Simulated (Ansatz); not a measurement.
The system is I.

```
I
1.0
     0.00000    2.36560    3.90984
     2.19225    0.00000    3.90984
     2.19225    2.36560    0.00000
I
1
Direct
  0.00000 0.00000 0.00000
```

Base run:

| Quantity | Value |
| --- | --- |
| Program | Ansatz 0.2.0 |
| Functional | PBEsol |
| Potentials or basis | all-electron LAPW, scalar-relativistic |
| Cutoff | 161 eV (chosen from the basis error) |
| Basis error allowed | 0.001 eV/atom |
| k mesh | 9 × 9 × 9 |
| Occupations | fermi-dirac, width 0.05 eV |
| Spin | no spin polarisation |

Its results: pressure -1.4 GPa.

Question: The run is repeated on the same cell with these changes: functional from PBEsol to RPBE. What comes out?

Answer: Pressure 1.8 GPa.

RPBE binds less tightly than PBEsol, so the same cell stands under more pressure.

Caveats: an odd number of electrons without spin polarisation forces a metal; a magnetic or distorted state may lie lower.
